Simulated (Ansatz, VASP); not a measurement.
# SiC in two plane-wave programs, part 2 of 2

One calculation is typed for both programs; each brings its own data sets. How far apart do they land? The cell is taken from a series of runs on this material, whose earlier steps may have relaxed, scaled, displaced or heated it; both programs get it as it stands.

VASP 6.6.1 and Ansatz 0.2.0.

So far: Set-up; VASP: relaxation of cell and atoms, r2SCAN, pair 1; Ansatz: relaxation of cell and atoms, r2SCAN, pair 1; Comparison.

### 5. VASP: relaxation of cell and atoms, r2SCAN, pair 2

Level of this step: r2SCAN; plane waves and PAW (Si, C) (VASP).

The relaxed volume is the usual yardstick between codes: in a stiff, nearly cubic crystal its relative difference is about their pressure difference at one cell divided by the bulk modulus. This pair takes another cell of the material, with 4 atoms against 2 for the pair before.

Input file INCAR:

```
SYSTEM = SiC
PREC = Accurate
ENCUT = 660
EDIFF = 1E-07
NELM = 120
ISMEAR = -1
SIGMA = 0.02
LREAL = .FALSE.
ALGO = Normal
METAGGA = R2SCAN
LASPH = .TRUE.
NBANDS = 14
LORBIT = 11
LWAVE = .FALSE.
LCHARG = .FALSE.
ISIF = 3
IBRION = 2
NSW = 80
EDIFFG = -0.005
GGA_COMPAT = .FALSE.
NELMIN = 4
EFERMI = MIDGAP
LMIXTAU = .TRUE.
KPAR = 2
```

Input file POSCAR:

```
SiC
1.0
    3.0800000000      0.0000000000      0.0000000000
   -1.5400000000      2.6673582400      0.0000000000
    0.0000000000      0.0000000000      5.0400000000
Si C
2 2
Direct
    0.3333333300      0.6666666700      0.0000000000
    0.6666666700      0.3333333300      0.5000000000
    0.3333333300      0.6666666700      0.3750000000
    0.6666666700      0.3333333300      0.8750000000
```

Input file KPOINTS:

```
Automatic mesh
0
Gamma
11 11 6
0 0 0
```

Potentials, in the order of the species: Si and C (PBE family, release 64).

The run is started by

```sh
$ mpirun -np 2 vasp_std
```

Numbers of over 12 decimals in the logs are rounded to 6 here.

The program printed:

```text
[banner, memory and clock lines left out]
running    2 mpi-ranks, on    1 nodes
[...]
[... a notice as in an earlier step ...]

 LDA part: xc-table for (None), standard interpolation
 POSCAR, INCAR and KPOINTS ok, starting setup
[...]
entering main loop
       N       E                     dE             d eps       ncg     rms          rms(c)
DAV:   1     0.302356978957E+02    0.30236E+02   -0.87750E+03  1792   0.129E+03
DAV:   2    -0.412957660902E+02   -0.71531E+02   -0.65361E+02  2494   0.194E+02
DAV:   3    -0.446166728841E+02   -0.33209E+01   -0.33018E+01  2524   0.396E+01
DAV:   4    -0.446483133701E+02   -0.31640E-01   -0.31634E-01  1990   0.462E+00
[...]
DAV:  17    -0.386457805920E+02   -0.16002E-06   -0.54111E-07  2140   0.752E-03    0.272E-03
DAV:  18    -0.386457815455E+02   -0.95350E-06   -0.16834E-07  1430   0.350E-03    0.198E-03
DAV:  19    -0.386457814853E+02    0.60149E-07   -0.64337E-08  1064   0.314E-03
   1 F= -.38645781E+02 E0= -.38645781E+02  d E =-.386458E+02
[... from here on, the cycles between the ionic steps are left out ...]
   2 F= -.38644797E+02 E0= -.38644797E+02  d E =0.984328E-03
   3 F= -.38647126E+02 E0= -.38647126E+02  d E =-.134464E-02
   4 F= -.38647126E+02 E0= -.38647126E+02  d E =-.134415E-02
   5 F= -.38647127E+02 E0= -.38647127E+02  d E =-.180062E-05
   6 F= -.38647129E+02 E0= -.38647129E+02  d E =-.348828E-05
[...]
reached required accuracy - stopping structural energy minimisation
```

Parts of OUTCAR (step 5):

```text
  Total       -0.0064848     -0.0064848      0.0100252      0.0000000      0.0000000      0.0000000
  in kB       -0.2517193     -0.2517193      0.3891465      0.0000000      0.0000000      0.0000000
  external PRESSURE =      -0.0380974 kB  Pullay stress =       0.0000000 kB

 POSITION                                       TOTAL-FORCE (eV/Angst)
 -----------------------------------------------------------------------------------
     -0.00000      1.77456      5.04292        -0.000000      0.000000     -0.001351
      1.53681      0.88728      2.52045         0.000000      0.000000     -0.001351
     -0.00000      1.77456      1.89386         0.000000     -0.000000      0.001351
      1.53681      0.88728      4.41633         0.000000      0.000000      0.001351
 -----------------------------------------------------------------------------------
    total drift:                               -0.000004      0.000002     -0.000386

  FREE ENERGIE OF THE ION-ELECTRON SYSTEM (eV)
  ---------------------------------------------------
  free  energy   TOTEN  =       -38.6471291225 eV

  energy  without entropy=      -38.6471291225  energy(sigma->0) =      -38.64712912

[... 1 part as in an earlier step ...]

[... 3 further parts left out ...]
[key lines of the parts left out:]
E-fermi :   9.5613
```

The run keeps the 12 symmetry operations of its start, so it cannot find a distortion of lower symmetry.

### 6. Ansatz: relaxation of cell and atoms, r2SCAN, pair 2

The same cell, functional, mesh and smearing now go to Ansatz.

The cell is taken from a series of runs on this material, whose earlier steps may have relaxed, scaled, displaced or heated it; both programs get it as it stands.

Input file input.yaml:

```yaml
crystal:
  lattice:
    - [3.08, 0.0, 0.0]
    - [-1.54, 2.66735824, 0.0]
    - [0.0, 0.0, 5.04]
  atoms:
    - { symbol: Si, position: [0.33333333, 0.66666667, 0.0] }
    - { symbol: Si, position: [0.66666667, 0.33333333, 0.5] }
    - { symbol: C, position: [0.33333333, 0.66666667, 0.375] }
    - { symbol: C, position: [0.66666667, 0.33333333, 0.875] }
kpoints:
  mp_grid: { grid: [11, 11, 6] }
scf:
  occupations: { method: fermi_dirac, width: 0.02 }
hamiltonian:
  xc: r2scan
  pseudopotentials: { kind: paw, azcp: { folder: soft_1 } }
basis:
  ecutwfc: 600
output:
  forces: true
  stress: true
relax:
  f_tol: 0.005
  max_steps: 70
  cell: { stress_tol: 0.02, p_target: 0 }
```

The run is started by

```sh
$ ansatz run input.yaml --threads 4 --pin off --max-ram 10240MiB --backend cpu --events-out ev --progress --plain --runs-dir out
```

The program printed:

```text
[...]
Crystal: 4 atoms, lattice volume = 41.406 Å³
Basis set: ecut = 600 eV, 1389 PW (Γ), exchange–correlation on 100×100×180 points (64 copies of the dense FFT grid, shifted against one another)
Bands: 12, of which v1, the nominal top of the filled ones, is band 8 counted from 1 (7 counted from 0)
Symmetry: 12 space group operations
[...]
--- Relaxed structure (4 steps of the walk, 4 accepted, 1 SCFs on fresh bases) ---
[...]
cell:  # Å, volume = 41.3535 Å³
    - [3.075392, 0, 0]
    - [-1.537696, 2.663367, 0]
    - [0, 0, 5.048708]
  atoms:
    - { symbol: Si, position: [0.333333, 0.666667, -0.000390162] }
    - { symbol: Si, position: [0.666667, 0.333333, 0.499610] }
    - { symbol: C, position: [0.333333, 0.666667, 0.375390] }
    - { symbol: C, position: [0.666667, 0.333333, 0.875390] }
[key lines of the parts left out:]
SCF converged after 5 iterations
Free energy (F): -1782.647355 eV
Fermi energy:    10.909450 eV
P = ⅓ Tr σ = 0.0006 GPa (0.006 kbar)
```

### 7. Differences

Both answers:

| quantity | Ansatz | VASP | difference |
| --- | --- | --- | --- |
| volume (Å³) | 41.35 | 41.28 | +0.19 % |
| edge a after relaxation, in the typed setting (Å) | 3.075 | 3.074 | +0.06 % |
| edge c after relaxation, in the typed setting (Å) | 5.049 | 5.045 | +0.08 % |

### 8. Results

| Quantity | Value |
| --- | --- |
| difference in volume (relaxation of cell and atoms, r2SCAN, pair 1) | 0.20 % |
| difference in volume (relaxation of cell and atoms, r2SCAN, pair 2) | 0.19 % |

What this shows: The difference in volume is 0.20 % (relaxation of cell and atoms, r2SCAN, pair 1), within the 1.2 % picked in this series as the mark of a large difference, as far as the stopping tolerances let one tell. How closely two codes agree says nothing of how well the functional describes the real material.

[Lines on the potential files, build, host, timing and source positions are cut from VASP's logs without a mark.]

[Logs are printed without paths, hosts, clocks, repeated set-up lines and the standing remarks that a program may print on its own settings, such as how far it seeks lower states.]

[Hosts, paths, dates, database ids (printed as entryN), source tags and the programs' standing remarks are cut or masked in the printed files.]
